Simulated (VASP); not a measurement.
Set up this calculation in VASP 6.6.1, as the native input.

```
Task                   : relaxation of the atoms
Functional             : r2SCAN
Potentials or basis    : VASP PAW PBE potentials, release 64 (Ca_sv, O)
Cutoff                 : 600 eV
k mesh                 : 10 × 10 × 10
Occupations            : gaussian, width 0.03 eV
Spin                   : no spin polarisation
Further INCAR settings : ALGO = Normal; EDIFF = 1e-07; IBRION = 2; EDIFFG = -0.01; NSW = 40
```

The structure of CaO (Lime) lies in POSCAR:

```
CaO                                     
1.0
    0.0000000000      2.3712752364      2.3712752364
    2.3712752364      0.0000000000      2.3712752364
    2.3712752364      2.3712752364      0.0000000000
  Ca              O             
     1     1
Direct
     0.0000000000000000    0.0000000000000000    0.0000000000000000
     0.5000000000000000    0.5000000000000000    0.5000000000000000
```

The cell isn't the ideal one: a relaxed cell with its volume scaled by 0.96.

One way to write it, as run:

INCAR

```
ALGO = Normal
EDIFF = 1E-7
EDIFFG = -0.01
ENCUT = 600
IBRION = 2
ISIF = 2
ISMEAR = 0
LASPH = T
LCHARG = F
LMIXTAU = T
LREAL = F
LWAVE = F
METAGGA = R2SCAN
NELM = 80
NSW = 40
PREC = Accurate
SIGMA = 0.03
```

KPOINTS

```
k-points
0
Gamma
  10 10 10
```

Potentials or basis: VASP PAW PBE potentials, release 64 (Ca_sv, O).

The run is started by

```console
$ cat potpaw_PBE.64/Ca_sv/POTCAR potpaw_PBE.64/O/POTCAR > POTCAR
$ mpirun -np 1 vasp_std > vasp.out
```

Results of the run:

| Item | Value |
| --- | --- |
| Pressure after relaxing | 5.2 GPa |
| Band gap on the k mesh | 4.17 eV, indirect (least direct gap 4.54 eV) |

Caveat: the relaxation stopped at its first step, so nothing moved; the PAW data sets were made with another functional, which shifts forces and pressure a little.

Wall time 2.2 min on 1 thread of AMD EPYC 7R13 Processor (Zen 3) (shared host), peak memory 0.15 GiB.
